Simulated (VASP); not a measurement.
# Si (I4_1/amd) in VASP: a series of runs, part 2 of 2

VASP 6.6.1.

## 4. Single point, LDA

This run uses another cell than the first one, of the same volume but with other edges.

INCAR

```
  PREC = Accurate
  ENCUT = 520
  EDIFF = 1E-6
  ISMEAR = 0
  SIGMA = 0.05
  LREAL = F
  LASPH = T
  NELM = 60
  ALGO = Normal
  ISIF = 2
  LWAVE = F
  LCHARG = F
  GGA = CA
  NBANDS = 11
```

KPOINTS

```
regular mesh
0
Gamma
  10 10 10
```

POSCAR

```
Si
1.0
    0.0000000000      2.4880774304      3.2345006595
    2.4880774304      0.0000000000      3.2345006595
    2.4880774304      2.4880774304      0.0000000000
Si
2
Direct
    0.5000000000      0.5000000000      0.5000000000
    0.7500000000      0.7500000000      0.7500000000
```

On the command line:

```sh
cat potpaw_LDA.64/Si/POTCAR > POTCAR
mpirun -np 1 vasp_std > vasp.out
```

It took 20 s on 1 thread of AMD EPYC 9R45 (Zen 5), shared host; peak memory 0.13 GiB.

It converged, with:

* Free energy: -11.2638 eV
* Pressure: -3.3 GPa
* Band gap on the k mesh: none (metal or under the smearing width)

Stress tensor (GPa, compression positive):
```
  6.24   0.00   0.00
  0.00   6.24   0.00
  0.00   0.00 -22.37
```

Levels at points of the mesh, in eV from the Fermi level:
```tsv
k point	band 1	band 2	band 3	band 4	band 5	band 6	band 7	band 8
(0.00, 0.00, 0.00)	-12.32	-1.96	0.51	0.51	1.28	2.19	2.19	3.01
(0.50, 0.00, 0.00)	-9.89	-7.33	-2.86	-0.54	-0.02	3.90	4.06	7.63
(0.50, 0.50, 0.00)	-9.17	-9.17	-1.68	-1.68	1.77	1.77	9.27	9.27
(0.50, 0.00, 0.50)	-7.57	-7.57	-3.65	-3.65	-0.31	-0.31	6.66	6.66
```

## 5. Single point, LDA

This run uses another cell than the first one, of the same volume but with other edges.

Edit INCAR of step 4 so:

```diff
@@ -7,3 +7,3 @@
   LASPH = T
-  NELM = 60
+  NELM = 80
   ALGO = Normal
@@ -12,3 +12,2 @@
   LCHARG = F
-  GGA = CA
   NBANDS = 11
```

KPOINTS

```
Automatic mesh
0
Gamma
  10 10 10
```

POSCAR

```
Si
1.0
    0.0000000000      3.1347811283      2.0376077334
    3.1347811283      0.0000000000      2.0376077334
    3.1347811283      3.1347811283      0.0000000000
Si
2
Direct
    0.5000000000      0.5000000000      0.5000000000
    0.7500000000      0.7500000000      0.7500000000
```

Potentials or basis: VASP PAW LDA potentials, release 64 (Si).

On the command line:

```sh
cat potpaw_LDA.64/Si/POTCAR > POTCAR
mpirun -np 1 vasp_std > vasp.out
```

OUTCAR:

```text
PREC = Accurate
   ENCUT = 520
   EDIFF = 1E-6
   ISMEAR = 0
   LREAL = F
   LASPH = T
   NELM = 80
   ISIF = 2

 ion  position               nearest neighbor table
   1  0.500  0.500  0.500-   2 2.44   2 2.44   2 2.44   2 2.44
   2  0.750  0.750  0.750-   1 2.44   1 2.44   1 2.44   1 2.44

  LATTYP: Found a body centered tetragonal cell.
 ALAT       =     4.4332499867
 C/A-ratio  =     0.9192388155

  Lattice vectors:

 A1 = (   0.0000000000,  -3.1347811283,  -2.0376077334)
 A2 = (   0.0000000000,   3.1347811283,  -2.0376077334)
 A3 = (   3.1347811283,   0.0000000000,   2.0376077334)

Analysis of symmetry for initial positions (statically):
=====================================================================
 Subroutine PRICEL returns:
 Original cell was already a primitive cell.

 Routine SETGRP: Setting up the symmetry group for a
 body centered tetragonal supercell.

 Subroutine GETGRP returns: Found 16 space group operations
 (whereof  8 operations were pure point group operations)
[... 175 lines left out ...]
  band No.  band energies     occupation
      1      -5.9775      2.00000
      2       5.2780      2.00000
      3       5.2780      2.00000
      4       7.5884      0.00000
      5       7.6502      0.00000
      6       8.3654      0.00000
      7      10.0306      0.00000
      8      10.0306      0.00000
      9      10.4510      0.00000
     10      13.9636      0.00000
     11      14.0366      0.00000
[... 309 lines left out ...]
 k-point    24 :       0.4000    0.3000    0.0000
  band No.  band energies     occupation
      1      -2.6471      2.00000
      2       0.6605      2.00000
      3       2.1003      2.00000
      4       2.4597      2.00000
      5       4.4843      2.00000
      6       9.0448      0.00000
      7      11.8484      0.00000
      8      12.1954      0.00000
      9      15.2229      0.00000
     10      15.8926      0.00000
     11      20.3160      0.00000

 [... further k-points ...]

------------------------ aborting loop because EDIFF is reached ----------------------------------------

  FORCE on cell =-STRESS in cart. coord.  units (eV):
  Direction    XX          YY          ZZ          XY          YZ          ZX
  --------------------------------------------------------------------------------------
  -------------------------------------------------------------------------------------
  Total       -2.9745463     -2.9745463     -0.0163501      0.0000000      0.0000000      0.0000000
  in kB     -119.0052979   -119.0052979     -0.6541328      0.0000000      0.0000000      0.0000000
  external PRESSURE =     -79.5549096 kB  Pullay stress =       0.0000000 kB

 VOLUME and BASIS-vectors are now :
 -----------------------------------------------------------------------------
  energy-cutoff  :      520.00
  volume of cell :       40.05
      direct lattice vectors                 reciprocal lattice vectors
     0.000000000  3.134781128  2.037607733    -0.159500769  0.159500769  0.245385798
     3.134781128  0.000000000  2.037607733     0.159500769 -0.159500769  0.245385798
     3.134781128  3.134781128  0.000000000     0.159500769  0.159500769 -0.245385798

 POSITION                                       TOTAL-FORCE (eV/Angst)
 -----------------------------------------------------------------------------------
      3.13478      3.13478      2.03761        -0.000000     -0.000000      0.000000
      4.70217      4.70217      3.05641         0.000000      0.000000     -0.000000
 -----------------------------------------------------------------------------------
    total drift:                               -0.000000      0.000000     -0.000000

  FREE ENERGIE OF THE ION-ELECTRON SYSTEM (eV)
  ---------------------------------------------------
  free  energy   TOTEN  =       -11.2070100218 eV

  energy  without entropy=      -11.2053391125  energy(sigma->0) =      -11.20617457
```

stdout:

```text
POSCAR found type information on POSCAR Si
 POSCAR found :  1 types and       2 ions
 scaLAPACK will be used
 LDA part: xc-table for (Slater(with rela. corr.)+CA(PZ))
 , standard interpolation
 POSCAR, INCAR and KPOINTS ok, starting setup
 FFT: planning ... GRIDC
 FFT: planning ... GRID_SOFT
 FFT: planning ... GRID
 WAVECAR not read
 entering main loop
```

It took 22 s on 1 thread of AMD EPYC 9R45 (Zen 5), shared host; peak memory 0.13 GiB.

Results:

| Item | Value |
| --- | --- |
| Free energy | -11.2070 eV |
| Pressure | -8.0 GPa |
| Band gap on the k mesh | none (metal or under the smearing width) |

Levels at points of the mesh, in eV from the Fermi level:
| k point | band 2 | band 3 | band 4 | band 5 | band 6 | band 7 |
| --- | --- | --- | --- | --- | --- | --- |
| (0.00, 0.00, 0.00) | -0.39 | -0.39 | 1.92 | 1.98 | 2.70 | 4.36 |
| (0.50, 0.00, 0.00) | -6.56 | -2.17 | -0.31 | -0.16 | 2.22 | 5.63 |
| (0.50, 0.50, 0.00) | -6.18 | -4.24 | -4.24 | -0.31 | -0.31 | 9.78 |
| (0.50, 0.00, 0.50) | -8.24 | -0.81 | -0.81 | 2.70 | 2.70 | 5.97 |
